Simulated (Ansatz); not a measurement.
MgSe: one input, then a changed one

The cell is COD entry 9008673, as deposited and not checked against the literature; nothing was relaxed. It is an old determination, and later ones may differ.

First run: DFT, PBE, all-electron LAPW, Dirac equation with spin-orbit coupling (Ansatz 0.2.0).

Command: `ansatz run input.yaml --threads 1 --pin off --max-ram 2048MiB --backend cpu --events-out ev --progress --plain --runs-dir out` The run took 57 s on 1 thread of Arm Neoverse V1 (shared host), peak memory 0.35 GiB.

```yaml
crystal:
  lattice:
    - [0.0, 2.7255, 2.7255]
    - [2.7255, 0.0, 2.7255]
    - [2.7255, 2.7255, 0.0]
  atoms:
    - { symbol: Mg, position: [0.0, 0.0, 0.0] }
    - { symbol: Se, position: [0.5, 0.5, 0.5] }
kpoints:
  mp_grid: { grid: [8, 8, 8] }
  band_path:
    path:
      - [0.0, 0.0, 0.0]
      - [0.5, 0.0, 0.5]
      - [0.625, 0.25, 0.625]
      - [0.375, 0.375, 0.75]
      - [0.0, 0.0, 0.0]
      - [0.5, 0.5, 0.5]
      - [0.5, 0.25, 0.75]
      - [0.5, 0.0, 0.5]
    npoints: 5
scf:
  occupations: { method: fermi_dirac, width: 0.02 }
hamiltonian:
  xc: pbe
  pseudopotentials: { kind: all_electron, lapw: { basis_error: 0.001 } }
output:
  forces: true
  stress: true
  eigenvalues: true
magnetization:
  noncollinear: true
  spin_orbit: true
```

Result: converged; pressure 2.04 GPa; gap on the k mesh 1.68 eV; 7 SCF iterations.

A second input differs as follows:

```diff
@@ -8,5 +8,5 @@
     - { symbol: Se, position: [0.5, 0.5, 0.5] }
 kpoints:
-  mp_grid: { grid: [8, 8, 8] }
+  mp_grid: { grid: [1, 1, 1] }
   band_path:
     path:
@@ -22,4 +22,5 @@
 scf:
   occupations: { method: fermi_dirac, width: 0.02 }
+  max_iter: 100
 hamiltonian:
   xc: pbe
```

What is wrong with it, and what does the program do?

The fault is one k-point for a small cell. The run converged; energy at zero smearing +5966.7 meV/atom from the first run; pressure 51.1 GPa; gap on the k mesh 2.22 eV (the mesh can miss the band edges); 7 SCF iterations. Such numbers aren't properties of the crystal. The log ends:
```
  Basis errors (estimates in eV, not in F): energy 4.0e-4 per atom: plane waves 3.7e-4 (2.8e-4 summed), levels above the bands 3.8e-173, relativity 5.7e-8, radial functions 2.7e-5, core shells 1.9e-13; eigenvalues (radial functions only) 8.7e-7; not estimated: angular momenta, meshes, grids; target (lapw.basis_error) 1.0e-3; muffin-tin radii Mg 1.296 Å, Se 1.429 Å
--- Forces (eV/Å), atoms counted from 1 ---
  atom   1  Mg     0.00000000     0.00000000     0.00000000
  atom   2  Se    -0.00000000    -0.00000000    -0.00000000
  max |Σ_I F_I| component: 7.44e-24 eV/Å
--- Stress (GPa, compression-positive) ---
       51.082654      -0.000000      -0.000000
       -0.000000      51.082654       0.000000
       -0.000000       0.000000      51.082654
  P = ⅓ Tr σ = 51.0827 GPa (510.827 kbar)
--- Band table (eV) ---
  k-point 0: bands = ["-195.2813", "-195.2813", "-138.7495", "-138.7495", "-132.8814", "-132.8814", "-132.8814", "-132.8814", "-68.1412", "-68.1412", "-35.5519", "-35.5519", "-35.5519", "-35.5519", "-35.0785", "-35.0785", "-34.7900", "-34.7900", "-34.7900", "-34.7900", "-34.6621", "-34.6621", "-34.6599", "-34.6599", "-34.6599", "-34.6599", "-3.4665", "-3.4665", "9.0606", "9.0606", "9.4413", "9.4413", "9.4413", "9.4413", "11.6633", "11.6633", "16.1585", "16.1585", "16.1585", "16.1585", "16.1692", "16.1692"]
```
